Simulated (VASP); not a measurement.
InSb:

```
CELL_PARAMETERS angstrom
0.00000 3.07351 3.07351
3.07351 0.00000 3.07351
3.07351 3.07351 0.00000
ATOMIC_POSITIONS crystal
In 0.00000 0.00000 0.00000
Sb 0.50000 0.50000 0.50000
```

Measurements of this composition are mostly on another form, of space group No. 216.

```yaml
Program: VASP 6.6.1
Task: relaxation of cell and atoms
Functional: r2SCAN
Dispersion: rVV10
Potentials_or_basis: VASP PAW PBE potentials, release 64 (In_d, Sb)
Cutoff: 600 eV
k_mesh: 12 × 12 × 12
Occupations: gaussian, width 0.1 eV
Spin: no spin polarisation
```

At the start: pressure -2.2 GPa; volume 29.03 Å³/atom.

Q: Where does the relaxation end?

A: Over 4 steps the energy falls by 7.8 meV/atom and the volume is 27.89 Å³/atom (-3.9 %); space group Fm-3m (No. 225, to 0.05 Å).

Step by step:
| step | energy change (eV) | largest force (eV/Å) | pressure (GPa) | volume (Å³) |
| --- | --- | --- | --- | --- |
| 1 | 0.0000 | 0.0000 | -2.22 | 58.07 |
| 2 | -0.0120 | 0.0000 | 1.13 | 54.76 |
| 3 | -0.0155 | 0.0000 | -0.04 | 55.82 |
| 4 | -0.0155 | 0.0000 | 0.01 | 55.78 |

Final structure:
```xyz
2
Lattice="0.0000 3.0326 3.0326 3.0326 0.0000 3.0326 3.0326 3.0326 0.0000" Properties=species:S:1:pos:R:3 pbc="T T T"
In    0.0000    0.0000    0.0000
Sb    3.0326    3.0326    3.0326
```

Caveat: the PAW data sets were made with another functional, which shifts forces and pressure a little.
